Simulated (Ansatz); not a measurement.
**Pb under changes of volume**

One of the cells (30.323 Å³/atom); the others are scaled copies at fixed shape and fractional positions:

```
CELL_PARAMETERS angstrom
0.00000 2.47502 2.47502
2.47502 0.00000 2.47502
2.47502 2.47502 0.00000
ATOMIC_POSITIONS crystal
Pb 0.00000 0.00000 0.00000
```

| Quantity | Value |
| --- | --- |
| Program | Ansatz 0.2.0 |
| Functional | B3LYP |
| Potentials or basis | Ansatz PAW |
| Cutoff | 420 eV (not typed: the program's choice for these potentials) |
| k mesh | 5 × 5 × 5 |
| Occupations | fermi-dirac, width 0.05 eV |
| Spin | no spin polarisation |

```tsv
volume (Å³/atom)	energy over the lowest point (meV/atom)	pressure (GPa)
28.503	88.80	7.7
29.110	62.38	6.2
29.716	41.29	4.9
30.323	24.96	3.7
30.929	?	?
31.535	4.72	1.7
32.142	0.00	0.8
```

Question: What does the run at 30.929 Å³/atom give?

Answer: Energy over the lowest point 12.93 meV/atom; pressure 2.6 GPa.

Worked out: A Birch-Murnaghan fit of order 3 (a polynomial in V^(-2/3)) to the other rows has its minimum at 32.78 Å³/atom, just outside them, with B0 = V·E''(V) = 40 GPa and B' = 4.6. It gives 12.91 meV/atom at 30.929 Å³/atom, against the run's 12.93, and -dE/dV = 2.7 GPa, against 2.6.

Energies are extrapolated to zero smearing.

Caveats: all runs use coarse meshes; the PAW data sets come from PBE, with cores solved anew for the run's functional, which leaves a small shift of forces and pressure; the thresholds are loose for stress.
